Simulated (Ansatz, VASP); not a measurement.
**Al: VASP beside Ansatz**

INCAR

```
SYSTEM = Al
  ALGO = Normal
  EDIFF = 1E-6
  ENCUT = 520
  GGA = PS
  ISIF = 2
  ISMEAR = 0
  LASPH = .True.
  LCHARG = .True.
  LELF = .True.
  LREAL = .False.
  LVHAR = .True.
  LWAVE = .False.
  NBANDS = 8
  NELM = 80
  PREC = Accurate
  SIGMA = 0.15
```

Contents of KPOINTS:

```
k-points
0
Gamma
  20 20 20
  0 0 0
```

File POSCAR:

```
Al
1.0
    0.0000000000      1.9733805000      1.9227810000
    1.9733805000      0.0000000000      1.9227810000
    1.9733805000      1.9733805000      0.0000000000
Al
1
Direct
    0.0000000000      0.0000000000      0.0000000000
```

Input for Ansatz:

```yaml
crystal:
  lattice:
    - [0.0, 1.9733805, 1.922781]
    - [1.9733805, 0.0, 1.922781]
    - [1.9733805, 1.9733805, 0.0]
  atoms:
    - { symbol: Al, position: [0.0, 0.0, 0.0] }
basis:
  ecutwfc: 420
kpoints:
  mp_grid: { grid: [20, 20, 20] }
hamiltonian:
  xc: pbesol
scf:
  occupations: { method: gaussian, width: 0.15 }
output:
  forces: true
  stress: true
  eigenvalues: true
```

Change from the starting cell: strain -0.025 along x and y, -0.050 along z, atoms carried along.

Alike in both runs: task single point; functional PBEsol; k mesh 20 × 20 × 20; occupations gaussian, width 0.15 eV; no spin polarisation.

|  | VASP | Ansatz |
| --- | --- | --- |
| version | VASP 6.6.1 | Ansatz 0.2.0 |
| potentials or method | VASP PAW PBE potentials, release 64 (Al) | scalar-relativistic, plane waves, PAW |
| plane-wave cutoff (eV) | 520 | 420 |
| valence electrons in the cell | 3 | 3 |

|  | VASP | Ansatz | Ansatz less VASP |
| --- | --- | --- | --- |
| gap on the k mesh at the Fermi level (eV) | none | none | - |
| pressure (GPa) | 7.7 | 7.6 | -0.10 |
| largest component of the traceless stress (GPa) | 1.00 | 0.99 | -0.008 |

A gap of «none» marks a metal or a gap that the smearing closes.

Caveats: the PAW data sets were made with another functional, which shifts forces and pressure a little (VASP).
